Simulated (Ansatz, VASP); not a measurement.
AlO2: VASP beside Ansatz

INCAR

```
PREC = Accurate ; ENCUT = 520
EDIFF = 1E-7 ; ISMEAR = -1
SIGMA = 0.05 ; LREAL = F
LASPH = T ; NELM = 80
ALGO = Normal ; ISIF = 2
LWAVE = F ; LCHARG = F
GGA = PS ; NBANDS = 24
KPAR = 2
```

KPOINTS

```
regular mesh
0
Gamma
  9 9 7
```

Contents of POSCAR:

```
AlO2
1.0
    1.5077453247     -5.4739310612      0.0000000000
    1.5077453247      5.4739310612      0.0000000000
    0.0000000000      0.0000000000      3.6945992399
Al O
2 4
Direct
    0.6681330000      0.3318670000      0.7500000000
    0.3318670000      0.6681330000      0.2500000000
    0.0610720000      0.9389280000      0.7500000000
    0.9389280000      0.0610720000      0.2500000000
    0.2941840000      0.7058160000      0.7500000000
    0.7058160000      0.2941840000      0.2500000000
```

Contents of input.yaml:

```yaml
crystal:
  lattice:
    - [1.5077453247, -5.4739310612, 0.0]
    - [1.5077453247, 5.4739310612, 0.0]
    - [0.0, 0.0, 3.6945992399]
  atoms:
    - { symbol: Al, position: [0.668133, 0.331867, 0.75] }
    - { symbol: Al, position: [0.331867, 0.668133, 0.25] }
    - { symbol: O, position: [0.061072, 0.938928, 0.75] }
    - { symbol: O, position: [0.938928, 0.061072, 0.25] }
    - { symbol: O, position: [0.294184, 0.705816, 0.75] }
    - { symbol: O, position: [0.705816, 0.294184, 0.25] }
hamiltonian:
  xc: pbesol
  pseudopotentials: { kind: paw }
kpoints:
  mp_grid: { grid: [9, 9, 7] }
scf:
  occupations: { method: fermi_dirac, width: 0.05 }
output:
  forces: true
  stress: true
  eigenvalues: true
  write_density: true
  write_potential: true
  elf: true
  volumetric_format: npy
```

Change from the starting cell: volume scaled by 1.04.

Alike in both runs: task single point; functional PBEsol; k mesh 9 × 9 × 7; occupations fermi-dirac, width 0.05 eV; no spin polarisation.

```csv
,VASP,Ansatz
version,VASP 6.6.1,Ansatz 0.2.0
potentials or method,"VASP PAW PBE potentials, release 64 (Al, O)",Ansatz PAW
plane-wave cutoff (eV),520,420
valence electrons in the cell,30,30
```

Ansatz gave:

| Quantity | Value |
| --- | --- |
| gap on the k mesh at the Fermi level (eV) | none |
| pressure (GPa) | -12.0 |
| largest component of the traceless stress (GPa) | 0.80 |
| rms of the force components (eV/Å) | 0.128 |

**Question.** What did VASP give for the same quantities?

**Answer.** gap on the k mesh at the Fermi level (eV): none; pressure (GPa): -12.1; largest component of the traceless stress (GPa): 0.64; rms of the force components (eV/Å): 0.132.

Atom by atom the forces differ by 0.005 eV/Å (rms over components). A gap of «none» marks a metal or a gap that the smearing closes.

Caveats: the PAW data sets were made with another functional, which shifts forces and pressure a little (VASP); the pressure holds a Pulay correction of +0.9 GPa for the finite cutoff (Ansatz); the PAW data sets come from PBE, with cores solved anew for the run's functional, which leaves a small shift of forces and pressure (Ansatz).
